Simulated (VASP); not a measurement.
# CdTe (F-43m) in VASP: notebook

The runs below take CdTe through single point, with HSE06.

All numbers are computed with VASP 6.6.1; they aren't measurements. Logs are shortened: lines on timing, memory, paths and dates and some standing lists are left out, and cuts for length are marked.

**Experimental background.**

A printed reference work, data compilation reports, for a bulk crystal of CdTe at 0 K: band gap 1.607 eV.

How close the calculation comes is told below.

**1. The cell of the first run**

Symmetry: F-43m, No. 216, cubic system. Conventional cell: a = 6.573 Å, b = 6.573 Å, c = 6.573 Å, α = 90.00°, β = 90.00°, γ = 90.00°. Cd (site symmetry -43m) has 4 Te at 2.85 Å within 3.8 Å. Within 3.8 Å of Te (site symmetry -43m) lie 4 Cd at 2.85 Å.

**2. Single point, HSE06**

POSCAR

```
CdTe
1.0
    0.0000000000      3.2865737753      3.2865737753
    3.2865737753      0.0000000000      3.2865737753
    3.2865737753      3.2865737753      0.0000000000
Cd Te
1 1
Direct
    0.0000000000      0.0000000000      0.0000000000
    0.2500000000      0.2500000000      0.2500000000
```

INCAR.step1

```
SYSTEM = CdTe
PREC = Accurate ; ENCUT = 520
EDIFF = 1E-5 ; ISMEAR = 0
SIGMA = 0.02 ; LREAL = .FALSE.
LASPH = .TRUE. ; NELM = 60
ALGO = Normal ; ISIF = 2
LWAVE = .TRUE. ; NBANDS = 16
GGA = PE
```

INCAR.step2

```
SYSTEM = CdTe
PREC = Accurate ; ENCUT = 520
EDIFF = 1E-7 ; ISMEAR = 0
SIGMA = 0.02 ; LREAL = .FALSE.
LASPH = .TRUE. ; NELM = 60
ALGO = Normal ; ISIF = 2
LWAVE = .FALSE. ; LCHARG = .TRUE.
GGA = PE ; LHFCALC = .TRUE.
HFSCREEN = 0.2079 ; PRECFOCK = Normal
LELF = .TRUE. ; LVHAR = .TRUE.
NBANDS = 16 ; ISTART = 1
```

KPOINTS

```
Automatic mesh
0
G
  4 4 4
  0 0 0
```

Potentials or basis: VASP PAW PBE potentials, release 64 (Cd, Te).

The run is started by

```bash
cat potpaw_PBE.64/Cd/POTCAR potpaw_PBE.64/Te/POTCAR > POTCAR
cp INCAR.step1 INCAR
mpirun -np 1 vasp_std > vasp.out
cp INCAR.step2 INCAR
mpirun -np 1 vasp_std > vasp.out
```

OUTCAR:

```text
SYSTEM = CdTe
   PREC = Accurate
   ENCUT = 520
   EDIFF = 1E-7
   ISMEAR = 0
   LREAL = .FALSE.
   LASPH = .TRUE.
   NELM = 60
   ISIF = 2
   GGA = PE
   LHFCALC = .TRUE.
   HFSCREEN = 0.2079
   PRECFOCK = Normal
   ISTART = 1

 ion  position               nearest neighbor table
   1  0.000  0.000  0.000-   2 2.85   2 2.85   2 2.85   2 2.85
   2  0.250  0.250  0.250-   1 2.85   1 2.85   1 2.85   1 2.85

  LATTYP: Found a face centered cubic cell.
 ALAT       =     6.5731475506

  Lattice vectors:

 A1 = (   0.0000000000,   3.2865737753,   3.2865737753)
 A2 = (   3.2865737753,   0.0000000000,   3.2865737753)
 A3 = (   3.2865737753,   3.2865737753,   0.0000000000)

Analysis of symmetry for initial positions (statically):
=====================================================================
 Subroutine PRICEL returns:
 Original cell was already a primitive cell.

 Routine SETGRP: Setting up the symmetry group for a
 face centered cubic supercell.

 Subroutine GETGRP returns: Found 24 space group operations
 (whereof 24 operations were pure point group operations)
 out of a pool of 48 trial point group operations.

The static configuration has the point symmetry T_d .

Analysis of symmetry for dynamics (positions and initial velocities):
=====================================================================
 Subroutine PRICEL returns:
 Original cell was already a primitive cell.

 Routine SETGRP: Setting up the symmetry group for a
 face centered cubic supercell.

 Subroutine GETGRP returns: Found 24 space group operations
 (whereof 24 operations were pure point group operations)
 out of a pool of 48 trial point group operations.

The dynamic configuration has the point symmetry T_d .

 Subroutine INISYM returns: Found 24 space group operations
 (whereof 24 operations are pure point group operations),
 and found     1 'primitive' translations

----------------------------------------------------------------------------------------

                                     Primitive cell

  volume of cell :      71.0003

  direct lattice vectors                    reciprocal lattice vectors
     0.000000000  3.286573775  3.286573775    -0.152134117  0.152134117  0.152134117
     3.286573775  0.000000000  3.286573775     0.152134117 -0.152134117  0.152134117
     3.286573775  3.286573775  0.000000000     0.152134117  0.152134117 -0.152134117

  length of vectors
     4.647917207  4.647917207  4.647917207     0.263504021  0.263504021  0.263504021

  position of ions in fractional coordinates (direct lattice)
     0.000000000  0.000000000  0.000000000
     0.250000000  0.250000000  0.250000000

  ion indices of the primitive-cell ions
   primitive index   ion index
                 1           1
                 2           2

----------------------------------------------------------------------------------------

 KPOINTS: Automatic mesh

Automatic generation of k-mesh.
 Grid dimensions read from file:
 generate k-points for:    4    4    4

 Generating k-lattice:

  Cartesian coordinates                     Fractional coordinates (reciprocal lattice)
    -0.038033529  0.038033529  0.038033529     0.250000000  0.000000000  0.000000000
     0.038033529 -0.038033529  0.038033529     0.000000000  0.250000000  0.000000000
     0.038033529  0.038033529 -0.038033529     0.000000000  0.000000000  0.250000000

  Length of vectors
     0.065876005  0.065876005  0.065876005

  Shift w.r.t. Gamma in fractional coordinates (k-lattice)
     0.000000000  0.000000000  0.000000000

 Subroutine IBZKPT returns following result:
 ===========================================

 Found      8 irreducible k-points:

 Following reciprocal coordinates:
            Coordinates               Weight
  0.000000  0.000000  0.000000      1.000000
  0.250000  0.000000  0.000000      8.000000
  0.500000  0.000000  0.000000      4.000000
  0.250000  0.250000  0.000000      6.000000
  0.500000  0.250000  0.000000     24.000000
 -0.250000  0.250000  0.000000     12.000000
  0.500000  0.500000  0.000000      3.000000
 -0.250000  0.500000  0.250000      6.000000
   k-points           NKPTS =      8   k-points in BZ     NKDIM =     64   number of bands    NBANDS=     16
   number of dos      NEDOS =    301   number of ions     NIONS =      2
   total plane-waves  NPLWV =  46656
   dimension x,y,z NGX =    36 NGY =   36 NGZ =   36
   dimension x,y,z NGXF=    72 NGYF=   72 NGZF=   72
   ions per type =               1   1
   NGX,Y,Z   is equivalent  to a cutoff of  12.88, 12.88, 12.88 a.u.
   NGXF,Y,Z  is equivalent  to a cutoff of  25.75, 25.75, 25.75 a.u.
 SYSTEM =  CdTe
   PREC   = accura    normal or accurate (medium, high low for compatibility)
   ISTART =      1    job   : 0-new  1-cont  2-samecut
   ICHARG =      0    charge: 1-file 2-atom 10-const
   ISPIN  =      1    spin polarized calculation?
   LNONCOLLINEAR =      F non collinear calculations
   LSORBIT =      F    spin-orbit coupling
   LASPH  =      T    aspherical Exc in radial PAW
   ENCUT  =  520.0 eV  38.22 Ry    6.18 a.u.   8.64  8.64  8.64*2*pi/ulx,y,z
   NELM   =     60;   NELMIN=  2; NELMDL=  0     # of ELM steps
   EDIFF  = 0.1E-06   stopping-criterion for ELM
   LREAL  =      F    real-space projection
   EDIFFG = 0.1E-05   stopping-criterion for IOM
   NSW    =      0    number of steps for IOM
   IBRION =     -1    ionic relax: 0-MD 1-quasi-New 2-CG
   NFREE  =      0    steps in history (QN), initial steepest desc. (CG)
   ISIF   =      2    stress and relaxation
   ISYM   =      3    0-nonsym 1-usesym 2-fastsym
   POTIM  = 0.5000    time-step for ionic-motion
   TEBEG  =    0.0;   TEEND  =   0.0 temperature during run
   PSTRESS=    0.0 pullay stress
   NELECT =      18.0000    total number of electrons
   NUPDOWN=      -1.0000    fix difference up-down
   EMIN   =  10.00;   EMAX   =-10.00  energy-range for DOS
   EFERMI =   0.00;   METHOD = LEGACY
   ISMEAR =     0;   SIGMA  =   0.02  broadening in eV -4-tet -1-fermi 0-gaus
   EFERMI_NEDOS =   21; number of points for ismear=-14 and -15
   IALGO  =     38    algorithm
   IMIX   =      1    mixing-type and parameters
     AMIX     =   0.40;   BMIX     =  1.00
     AMIX_MAG =   1.60;   BMIX_MAG =  1.00
  volume/ion in A,a.u.               =      35.50       239.57
  Fermi-wavevector in a.u.,A,eV,Ry     =   1.036125  1.957993 14.606611  1.073556
  Thomas-Fermi vector in A             =   2.170501
   LORBIT       =      0    0 simple, 1 ext, 2 COOP (PROOUT), +10 PAW based schemes
   GGA     = PE    functional components
   LHFCALC =     T    Hartree Fock is set to
   PRECFOCK=normal    Normal, Fast or Accurate (Low or Medium for compatibility)
   ENCUT4O =  -1.0   cutoff for four orbital integrals eV
   NKREDX  =     1    reduce k-point grid by
   NKREDY  =     1    reduce k-point grid by
   NKREDZ  =     1    reduce k-point grid by
   AEXX    =    0.2500 exact exchange contribution
   HFSCREEN=    0.2079 screening length (either q_TF or 0.3 A-1)
   HFSCREENC=   0.2079 screening length for correlation (either q_TF or 0.3 A-1)
   ENCUTFOCK=  -1.0 apply spherical cutoff to Coloumb kernel
   IVDW    =     0    specifies the selected vdW correction
   LEPSILON=     F    determine dielectric tensor
   LRPA    =     F    only Hartree local field effects (RPA)
 non-spin polarized calculation
 Gauss-broadening in eV      SIGMA  =   0.02
  energy-cutoff  :      520.00
  volume of cell :       71.00
 maximum number of plane-waves:      1924
 NGX is ok and might be reduce to    36
  NGX = 28; NGY = 28; NGZ = 28

 number of electron      18.0000006 magnetization

 Free energy of the ion-electron system (eV)
  ---------------------------------------------------
  ext. energy  EPLUGINS =         0.00000000
  ---------------------------------------------------
  free energy    TOTEN  =        -5.99454115 eV

  energy without entropy =       -5.99454115  energy(sigma->0) =       -5.99454115

 E-fermi :   1.6140     XC(G=0):  -7.0120

 val. band max:        1.4776143637   @ k =   0.0000   0.0000   0.0000
 cond. band min:       2.9012409726   @ k =   0.0000   0.0000   0.0000
 fundamental gap:      1.4236266088
 Fermi energy:         1.6140497168

 k-point     1 :       0.0000    0.0000    0.0000
  band No.  band energies     occupation
      1     -10.4029      2.00000
      2      -8.0005      2.00000
      3      -8.0005      2.00000
      4      -8.0005      2.00000
      5      -7.7676      2.00000
      6      -7.7676      2.00000
[... 8 lines left out ...]
     15      11.7302      0.00000
     16      11.7302      0.00000

 k-point     2 :       0.2500    0.0000    0.0000
  band No.  band energies     occupation
      1     -10.2225      2.00000
      2      -7.9696      2.00000
      3      -7.9696      2.00000
      4      -7.7728      2.00000
      5      -7.7680      2.00000
      6      -7.7680      2.00000
[... 8 lines left out ...]
     15      10.8127      0.00000
     16      10.8127      0.00000

 k-point     3 :       0.5000    0.0000    0.0000
  band No.  band energies     occupation
      1     -10.0585      2.00000
      2      -7.9449      2.00000
      3      -7.9449      2.00000
      4      -7.7611      2.00000
      5      -7.7611      2.00000
      6      -7.3531      2.00000
[... 8 lines left out ...]
     15      12.7728      0.00000
     16      12.7728      0.00000

 k-point     4 :       0.2500    0.2500    0.0000
  band No.  band energies     occupation
      1     -10.1658      2.00000
      2      -7.9343      2.00000
      3      -7.9343      2.00000
      4      -7.8284      2.00000
      5      -7.7549      2.00000
      6      -7.6979      2.00000
[... 8 lines left out ...]
     15      12.2956      0.00000
     16      13.1069      0.00000

 k-point     5 :       0.5000    0.2500    0.0000
  band No.  band energies     occupation
      1     -10.0097      2.00000
      2      -7.9143      2.00000
      3      -7.9017      2.00000
      4      -7.7998      2.00000
      5      -7.7546      2.00000
      6      -7.2814      2.00000
[... 8 lines left out ...]
     15      12.9705      0.00000
     16      13.4466      0.00000

 k-point     6 :      -0.2500    0.2500    0.0000
  band No.  band energies     occupation
      1     -10.0594      2.00000
      2      -7.9322      2.00000
      3      -7.9281      2.00000
      4      -7.7740      2.00000
      5      -7.7722      2.00000
      6      -7.4174      2.00000
[... 8 lines left out ...]
     15      11.9841      0.00000
     16      13.5510      0.00000

 k-point     7 :       0.5000    0.5000    0.0000
  band No.  band energies     occupation
      1      -9.9616      2.00000
      2      -7.8619      2.00000
      3      -7.8619      2.00000
      4      -7.8463      2.00000
      5      -7.7422      2.00000
      6      -7.1821      2.00000
[... 8 lines left out ...]
     15      13.2849      0.00000
     16      13.9660      0.00000

 k-point     8 :      -0.2500    0.5000    0.2500
  band No.  band energies     occupation
      1      -9.9637      2.00000
      2      -7.8966      2.00000
      3      -7.8849      2.00000
      4      -7.7938      2.00000
      5      -7.7659      2.00000
      6      -7.1146      2.00000
[... 8 lines left out ...]
     15      13.5552      0.00000
     16      13.6995      0.00000

------------------------ aborting loop because EDIFF is reached ----------------------------------------

  FORCE on cell =-STRESS in cart. coord.  units (eV):
  Direction    XX          YY          ZZ          XY          YZ          ZX
  --------------------------------------------------------------------------------------
  -------------------------------------------------------------------------------------
  Total        0.0007064      0.0007064      0.0007064      0.0000000      0.0000000      0.0000000
  in kB        0.0159408      0.0159408      0.0159408      0.0000000      0.0000000      0.0000000
  external PRESSURE =       0.0159408 kB  Pullay stress =       0.0000000 kB

 VOLUME and BASIS-vectors are now :
 -----------------------------------------------------------------------------
  energy-cutoff  :      520.00
  volume of cell :       71.00
      direct lattice vectors                 reciprocal lattice vectors
     0.000000000  3.286573775  3.286573775    -0.152134117  0.152134117  0.152134117
     3.286573775  0.000000000  3.286573775     0.152134117 -0.152134117  0.152134117
     3.286573775  3.286573775  0.000000000     0.152134117  0.152134117 -0.152134117

 POSITION                                       TOTAL-FORCE (eV/Angst)
 -----------------------------------------------------------------------------------
      0.00000      0.00000      0.00000         0.000000      0.000000      0.000000
      1.64329      1.64329      1.64329         0.000000     -0.000000     -0.000000
 -----------------------------------------------------------------------------------
    total drift:                               -0.000002     -0.000002     -0.000002

  FREE ENERGIE OF THE ION-ELECTRON SYSTEM (eV)
  ---------------------------------------------------
  free  energy   TOTEN  =        -5.9945411536 eV

  energy  without entropy=       -5.9945411536  energy(sigma->0) =       -5.99454115
```

It took 20 min on 1 thread of Intel Xeon Platinum 8259CL at 2.50GHz (Skylake/Cascade Lake), shared host; peak memory 0.32 GiB.

What came out:

```yaml
Free_energy: -5.9945 eV
Pressure: 0.0 GPa
Band_gap_on_the_k_mesh: 1.42 eV
```

Caveat: the PAW data sets were made with another functional, which shifts forces and pressure a little; spin-orbit coupling is left out, which moves the levels of the heavy elements.

[end of part 1 of 2]
